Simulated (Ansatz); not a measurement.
One crystal and one scan (frozen-phonon scan) at two levels, r2SCAN (plane waves to 500 eV, PAW, scalar-relativistic; Ansatz, a program for electronic structure) and PBE (plane waves to 420 eV, PAW, scalar-relativistic; Ansatz), each from its own relaxed cell and on its own mesh. The cell shown is that of r2SCAN.

Starting cell, NaBr (rock salt):

```
CELL_PARAMETERS angstrom
      0.00000     5.94759     5.94759
      2.97379     0.00000     2.97379
      2.97379     2.97379     0.00000
ATOMIC_POSITIONS crystal
  Br 0.00000 0.00000 0.00000
  Br 0.50000 0.00000 0.00000
  Na 0.25000 0.50000 0.50000
  Na 0.75000 0.50000 0.50000
```

The atoms are displaced by Q × the pattern below (from a DFPT mode at L = (0.5, 0.0, 0.0), largest move 1; Q in Å), at fixed cell. It is one choice among 2 degenerate patterns. (q is in reciprocal vectors of the primitive cell; the cell shown is doubled to hold the pattern.)

| atom | x | y | z |
|---|---|---|---|
| Na3 | -0.285 | 0.520 | -0.805 |
| Na4 | 0.285 | -0.520 | 0.805 |

Atoms not listed stay in place.

NaBr was relaxed with its symmetry unable to fall. Percentages come from the unrounded values.

Results of r2SCAN:

```
Item                                                                                                                                               Value
----------------------------------------------------------------------------------------  --------------------------------------------------------------
Lattice constant a (Å)                                                                                                                             5.948
Harmonic wavenumber from the curvature (finite differences) (cm⁻¹ (negative: imaginary))                                                             129
Shape of the curve                                                                        a single well with its minimum at or next to zero displacement
```

What does PBE give for the same quantities?


| quantity | PBE | r2SCAN − PBE |
|---|---|---|
| Lattice constant a (Å) | 6.036 | -0.088 (-1.5 %) |
| Harmonic wavenumber from the curvature (finite differences) (cm⁻¹ (negative: imaginary)) | 115 | +14 (+12 %) |

r2SCAN gives the higher value for: harmonic wavenumber from the curvature. r2SCAN gives the lower value for: lattice constant a. Both give the same shape of the curve: a single well with its minimum at or next to zero displacement. Neither level is exact: the differences show how much the result hangs on the functional.

(A displaced cell: forces are minus the slopes of the energy, force constants its curvatures, and phonons follow from these.)
